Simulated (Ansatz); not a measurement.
Diamond Si was relaxed with r2SCAN, strained in 3 ways (changes of length per length), its atoms relaxed again with r2SCAN, and run with PBE in Ansatz. Calculated for a static, non-magnetic cell.

Biaxial -2.56 % in x and y, z held. Input:
```yaml
crystal:
  lattice:
    - [0.0, 2.6524326524, 2.7221188962]
    - [2.6524326524, 0.0, 2.7221188962]
    - [2.6524326524, 2.6524326524, 0.0]
  atoms:
    - { symbol: Si, position: [0.0, 0.0, 0.0] }
    - { symbol: Si, position: [0.25, 0.25, 0.25] }
kpoints:
  mp_grid: { grid: [8, 8, 8] }
  band_path:
    path:
      - [0.0, 0.0, 0.0]
      - [0.5, 0.0, 0.5]
      - [0.625, 0.25, 0.625]
      - [0.375, 0.375, 0.75]
      - [0.5, 0.5, 0.5]
      - [0.5, 0.25, 0.75]
      - [0.4, 0.0, 0.4]
    npoints: 1
hamiltonian:
  xc: pbe
scf:
  occupations: { method: fermi_dirac, width: 0.02 }
  n_extra_bands: 4
output:
  forces: true
  stress: true
  eigenvalues: true
```

Main results, then levels in eV from the Fermi energy at the points of the path (names of the unstrained zone, bands numbered from 0):
```
Crystal: 2 atoms, lattice volume = 38.302 Å³
Basis set: ecut = 420 eV, 733 PW (Γ)
Symmetry: 16 space group operations
Space group: I41/amd (ITA 141)
k-points: 59 of 512
Free energy (F): -1271.558855 eV
Fermi energy:    6.963723 eV
--- Forces (eV/Å), atoms counted from 1 ---
  atom   1  Si      0.00000      0.00000      0.00000
  atom   2  Si      0.00000      0.00000      0.00000
--- Stress (GPa, compression-positive) ---
        7.618895       0.000000       0.000000
        0.000000       7.618895       0.000000
        0.000000       0.000000       5.014867
  P = ⅓ Tr σ = 6.7509 GPa (67.509 kbar)
```
```tsv
point	band_1	band_2	band_3	band_4	band_5	band_6
Γ	-0.383	-0.190	-0.190	2.295	2.295	2.385
X	-8.165	-3.292	-3.292	0.292	0.292	10.074
U	-7.564	-4.763	-2.851	0.808	3.788	7.280
K	-7.711	-4.777	-2.637	1.030	4.136	7.437
L	-7.439	-1.624	-1.361	1.405	2.987	3.167
W	-8.055	-4.300	-4.300	4.094	4.094	5.039
(0.400,0,0.400)	-6.451	-3.137	-3.116	0.165	0.922	8.193
```

PBE gives an indirect gap of 0.36 eV, from Γ to Γ–X (0.80 of the way from Γ); the least direct gap is 2.48 eV at Γ. (Strain can split the valleys, and only one was followed off the mesh: the true gap may be a little smaller.) The mean pressure at these positions is +6.75 GPa, compression counted positive.

**Question.** Xy shear, engineering strain (angle) -1.11 % gives these blocks instead:
```yaml
crystal:
  lattice:
    - [-0.0151077599, 2.7221188962, 2.7221188962]
    - [2.7221188962, -0.0151077599, 2.7221188962]
    - [2.7070111363, 2.7070111363, 0.0]
  atoms:
    - { symbol: Si, position: [-0.000696367, -0.000696367, 0.000696367] }
    - { symbol: Si, position: [0.250696367, 0.250696367, 0.249303633] }
```
What comes out?

**Answer.**
```
Crystal: 2 atoms, lattice volume = 40.340 Å³
Basis set: ecut = 420 eV, 773 PW (Γ)
Symmetry: 8 space group operations
Space group: Imma (ITA 74)
k-points: 95 of 512
Free energy (F): -1271.612954 eV
Fermi energy:    6.471990 eV
--- Forces (eV/Å), atoms counted from 1 ---
  atom   1  Si      0.00000      0.00000    -0.00514
  atom   2  Si      0.00000      0.00000      0.00514
--- Stress (GPa, compression-positive) ---
        1.320658       0.850510       0.000000
        0.850510       1.320658       0.000000
        0.000000       0.000000       1.312407
  P = ⅓ Tr σ = 1.3179 GPa (13.179 kbar)
```
```tsv
point	band_1	band_2	band_3	band_4	band_5	band_6
Γ	-0.367	-0.320	-0.269	2.176	2.221	2.302
X	-8.112	-3.151	-3.151	0.404	0.404	9.715
U	-7.524	-4.584	-2.727	0.894	3.802	7.100
K	-7.541	-4.567	-2.790	0.821	3.932	7.111
L	-7.244	-1.557	-1.525	1.133	2.972	3.023
W	-7.920	-4.150	-4.127	3.881	4.009	4.582
(0.400,0,0.400)	-6.483	-2.994	-2.994	0.273	1.004	8.141
```
The PBE gap is indirect, 0.54 eV (Γ to Γ–X (0.80 of the way from Γ)), below the direct gap of 2.45 eV at Γ. (Of the valleys that strain may split, one alone was solved off the mesh, so this is an upper bound.) The mean pressure at these positions is +1.32 GPa, compression counted positive.

Epitaxial -4.54 % in the plane normal to [111], free normal strain +2.12 %. These blocks change:
```yaml
crystal:
  lattice:
    - [0.1209227746, 2.7194574729, 2.7194574729]
    - [2.7194574729, 0.1209227746, 2.7194574729]
    - [2.7194574729, 2.7194574729, 0.1209227746]
  atoms:
    - { symbol: Si, position: [0.0030958625, 0.0030958625, 0.0030958625] }
    - { symbol: Si, position: [0.2469041375, 0.2469041375, 0.2469041375] }
```

```
Crystal: 2 atoms, lattice volume = 37.542 Å³
Basis set: ecut = 420 eV, 737 PW (Γ)
Symmetry: 12 space group operations
Space group: R-3m (ITA 166)
k-points: 65 of 512
Free energy (F): -1271.469315 eV
Fermi energy:    7.168362 eV
--- Forces (eV/Å), atoms counted from 1 ---
  atom   1  Si      0.03700      0.03700      0.03700
  atom   2  Si    -0.03700    -0.03700    -0.03700
--- Stress (GPa, compression-positive) ---
        9.001392      -3.662910      -3.662910
       -3.662910       9.001392      -3.662910
       -3.662910      -3.662910       9.001392
  P = ⅓ Tr σ = 9.0014 GPa (90.014 kbar)
```
```tsv
point	band_1	band_2	band_3	band_4	band_5	band_6
Γ	-0.750	0.036	0.036	1.555	2.635	2.635
X	-8.185	-3.555	-2.929	-0.006	0.685	10.096
U	-7.577	-4.923	-2.501	1.182	3.398	7.338
K	-7.577	-4.923	-2.501	1.182	3.398	7.338
L	-7.675	-1.060	-1.060	2.238	3.411	3.411
W	-7.885	-4.441	-4.282	3.561	4.208	4.782
(0.400,0,0.400)	-6.524	-3.392	-2.765	0.103	1.078	8.409
```

PBE gives no gap: the lowest nominally empty band dips 0.04 eV below the top of the last filled one (its bottom at X, the top at Γ), so the cell is a metal or semimetal at this level. With the atoms held, the mean pressure is +9.00 GPa (compression positive).
